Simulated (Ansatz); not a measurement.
## Si3N4: what a change does to the field gradients

Base: a structure deposited in the COD, its atoms then relaxed with PBE in this cell.

```
CELL_PARAMETERS angstrom
7.59500 0.00000 0.00000
-3.79750 6.57746 0.00000
0.00000 0.00000 2.90230
ATOMIC_POSITIONS crystal
Si 0.76732 0.17356 0.32564
Si 0.59376 0.76732 0.82564
Si 0.82644 0.59376 0.32564
Si 0.23268 0.82644 0.82564
Si 0.40624 0.23268 0.32564
Si 0.17356 0.40624 0.82564
N 0.02936 0.32975 0.32565
N 0.69961 0.02936 0.82565
N 0.67025 0.69961 0.32565
N 0.97064 0.67025 0.82565
N 0.30039 0.97064 0.32565
N 0.32975 0.30039 0.82565
N 0.33333 0.66667 0.82553
N 0.66667 0.33333 0.32553
```

Sites (sets of like atoms) are named by element and the number of their first atom in this list.

The numbers come from a DFT calculation in Ansatz (PBE, plane waves and PAW, scalar-relativistic, 420 eV cutoff, Γ-centred 4×4×10 k-points, Fermi–Dirac smearing 0.02 eV).

Gradients in 10²¹ V/m²:

| site | atoms | V_zz base | η base | V_zz variant | η variant |
| --- | --- | --- | --- | --- | --- |
| Si1 | 1 | 0.99 | 0.42 | -1.00 | 0.17 |
| Si2 | 2 | 0.99 | 0.42 | -0.47 | 0.46 |
| Si3 | 3 | 0.99 | 0.42 | 0.91 | 0.41 |
| Si4 | 4 | 0.99 | 0.42 | 1.02 | 0.43 |
| Si5 | 5 | 0.99 | 0.42 | 0.94 | 0.42 |
| Si6 | 6 | 0.99 | 0.42 | 1.02 | 0.69 |
| N7 | 7 | -4.90 | 0.07 | -4.98 | 0.05 |
| N8 | 8 | -4.90 | 0.07 | -4.90 | 0.12 |
| N9 | 9 | -4.90 | 0.07 | -4.84 | 0.07 |
| N10 | 10 | -4.90 | 0.07 | -4.89 | 0.08 |
| N11 | 11 | -4.90 | 0.07 | -4.94 | 0.07 |
| N12 | 12 | -4.90 | 0.07 | -4.92 | 0.07 |
| N13 | 13 | -4.83 | 0.00 | -4.77 | 0.04 |
| N14 | 14 | -4.83 | 0.00 | -4.80 | 0.03 |

Question: Which change was made?
A. volume scaled by 0.96, ions relaxed
B. atom 8 (N) moved by 0.05 Å along (-0.025, -0.043, -0.003) Å
C. z stretched by 1 %, ions relaxed
D. volume scaled by 1.04, ions relaxed

Answer: B. It leaves 14 symmetry-distinct sites where the base has 3, which no other option does. The largest change of V_zz along a kept axis is on Si3, from 0.99 to 0.91. The whole tensor moves most on Si2, by 0.82 along its most changed direction. In per cent, |V_zz| changes by -8 to +3 on Si, -1 to +2 on N (all sites that start above 0.5, bar those whose gradient vanishes or changes sign or whose main axis turns by over 40°). Where |V_zz| stays above 0.1 and the axes keep their order, η moves most on Si6, from 0.42 to 0.69. On Si2, Si1 the largest principal value lies along another axis in the second run, so the two V_zz can't be compared directly.

At this cell the PBE pressure is 6 GPa, so with PBE the cell would grow if it were relaxed.
For the variant: The atoms aren't relaxed after the move (largest force 1.8 eV/Å).
